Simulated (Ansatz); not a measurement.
# Cu2O: the cost of one run

Method: DFT LDA, scalar-relativistic, plane waves, PAW, and further levels as typed in the inputs, in Ansatz 0.2.0.

**1. Starting point**

The structure is cubic, space group Pn-3m (No. 224). The conventional cell has a = 4.269 Å, b = 4.269 Å, c = 4.269 Å, α = 90.00°, β = 90.00°, γ = 90.00°. Cu (site symmetry -3m) has 2 O at 1.85 Å as nearest neighbours. O (site symmetry -43m) is surrounded by 4 Cu at 1.85 Å.

Structure file:

```cif
data_structure
_symmetry_space_group_name_H-M 'P 1'
_symmetry_Int_Tables_number 1
_cell_length_a 4.2685
_cell_length_b 4.2685
_cell_length_c 4.2685
_cell_angle_alpha 90.000
_cell_angle_beta 90.000
_cell_angle_gamma 90.000
_cell_volume 77.77
loop_
_atom_site_label
_atom_site_type_symbol
_atom_site_fract_x
_atom_site_fract_y
_atom_site_fract_z
_atom_site_occupancy
Cu1 Cu 0.25000 0.25000 0.25000 1
Cu2 Cu 0.25000 0.75000 0.75000 1
Cu3 Cu 0.75000 0.75000 0.25000 1
Cu4 Cu 0.75000 0.25000 0.75000 1
O1 O 0.00000 0.00000 0.00000 1
O2 O 0.50000 0.50000 0.50000 1
```

The structure rests on an entry of the Crystallography Open Database; cell or positions may have been set otherwise for this series.

**2. Phonons: Cu2O, no spin**

input.yaml

```yaml
crystal:
  lattice:
    - [4.2685, 0.0, 0.0]
    - [0.0, 4.2685, 0.0]
    - [0.0, 0.0, 4.2685]
  atoms:
    - { symbol: Cu, position: [0.25, 0.25, 0.25] }
    - { symbol: Cu, position: [0.25, 0.75, 0.75] }
    - { symbol: Cu, position: [0.75, 0.75, 0.25] }
    - { symbol: Cu, position: [0.75, 0.25, 0.75] }
    - { symbol: O, position: [0.0, 0.0, 0.0] }
    - { symbol: O, position: [0.5, 0.5, 0.5] }
scf:
  occupations: { method: fixed }
output:
  forces: false
  stress: false
  eigenvalues: true
kpoints:
  mp_grid: { grid: [8, 8, 8] }
hamiltonian:
  xc: lda
  pseudopotentials: { kind: paw, azcp: { folder: soft_1 } }
phonons:
  method: dfpt
  dielectric: true
  rigid_motions: translations
```

Launch:

```bash
ansatz run input.yaml --threads 4 --pin off --max-ram 12288MiB --backend cpu --events-out ev --progress --plain --runs-dir out
```

**Question.** How long does this run take on 4 threads of Intel Xeon Platinum 8259CL at 2.50GHz (Skylake/Cascade Lake), shared host, and how much memory does it need?

About 2.4 min, with a peak of 2.6 GiB.
